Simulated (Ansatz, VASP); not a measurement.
# HgS3: VASP beside Ansatz

```
Hg S
1.0
    -2.14821    2.14821    4.79860
     2.14821   -2.14821    4.79860
     2.14821    2.14821   -4.79860
Hg S
1 3
Direct
  0.00000 0.00000 0.00000
  0.50000 0.50000 0.00000
  0.25000 0.75000 0.50000
  0.75000 0.25000 0.50000
```

Alike in both runs: task single point; functional PBE; k mesh 6 × 6 × 6; occupations gaussian, width 0.1 eV; no spin polarisation.

|  | VASP | Ansatz |
| --- | --- | --- |
| version | VASP 6.6.1 | Ansatz 0.2.0 |
| potentials or method | VASP PAW PBE potentials, release 64 (Hg, S) | scalar-relativistic, plane waves, PAW |
| plane-wave cutoff (eV) | 520 | 420 |
| valence electrons in the cell | 30 | 38 |

Ansatz gave:

| Item | Value |
| --- | --- |
| gap on the k mesh at the Fermi level (eV) | none |
| pressure (GPa) | -7.4 |
| largest component of the traceless stress (GPa) | 4.89 |

What did VASP give for the same quantities?

gap on the k mesh at the Fermi level (eV): none; pressure (GPa): -7.3; largest component of the traceless stress (GPa): 4.89.

A gap of «none» marks a metal or a gap that the smearing closes. With one functional, cell and mesh, what is left measures potentials, basis and numerics. The two sets of potentials don't hold the same shells in valence.

The runs have no spin-orbit coupling, so splittings on Hg are missing.
